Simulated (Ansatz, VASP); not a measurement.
**One calculation of Tl, two programs**

INCAR

```
SYSTEM = Tl
PREC = Accurate ; ENCUT = 520
EDIFF = 1E-8 ; ISMEAR = -1
SIGMA = 0.03 ; LREAL = .FALSE.
LASPH = .TRUE. ; NELM = 60
ALGO = Normal ; ISIF = 2
LWAVE = .FALSE. ; LCHARG = .FALSE.
GGA = PE ; LEFG = .TRUE.
NBANDS = 12
```

Contents of KPOINTS:

```
regular mesh
0
G
  13 13 13
  0 0 0
```

File POSCAR:

```
Tl
1.0
   -1.9559951735      1.9559951735      1.9559951735
    1.9559951735     -1.9559951735      1.9559951735
    1.9559951735      1.9559951735     -1.9559951735
Tl
1
Direct
    0.0000000000      0.0000000000      0.0000000000
```

Input for Ansatz:

```yaml
crystal:
  lattice:
    - [-1.9559951735, 1.9559951735, 1.9559951735]
    - [1.9559951735, -1.9559951735, 1.9559951735]
    - [1.9559951735, 1.9559951735, -1.9559951735]
  atoms:
    - { symbol: Tl, position: [0.0, 0.0, 0.0] }
kpoints:
  mp_grid: { grid: [13, 13, 13] }
  band_path:
    path:
      - [0.0, 0.0, 0.0]
      - [0.5, -0.5, 0.5]
      - [0.0, 0.0, 0.5]
      - [0.0, 0.0, 0.0]
      - [0.25, 0.25, 0.25]
      - [0.5, -0.5, 0.5]
      - [0.25, 0.25, 0.25]
      - [0.0, 0.0, 0.5]
    npoints: 8
scf:
  occupations: { method: fermi_dirac, width: 0.03 }
hamiltonian:
  xc: pbe
  pseudopotentials: { kind: all_electron, datasets: crystal }
output:
  forces: true
  stress: true
  eigenvalues: true
  efg: { contact_densities: true }
```

Alike in both runs: task electric field gradients; functional PBE; k mesh 13 × 13 × 13; occupations fermi-dirac, width 0.03 eV; no spin polarisation.

|  | VASP | Ansatz |
| --- | --- | --- |
| version | VASP 6.6.1 | Ansatz 0.2.0 |
| potentials or method | VASP PAW PBE potentials, release 64 (Tl_d) | all-electron PAW with datasets made for the crystal, scalar-relativistic |
| plane-wave cutoff (eV) | 520 | see its input |

```tsv
	VASP	Ansatz	Ansatz less VASP
pressure (GPa)	1.4	1.4	+0.06
Vzz of the field gradient on the site that differs most (V/Å²)	0.0	0.0	0.00
```

Ansatz ran all-electron here, so the differences hold the error of VASP's frozen core and of both bases. Ansatz warned: «gradients_without_spin_orbit».

The runs have no spin-orbit coupling, so splittings on Tl are missing.
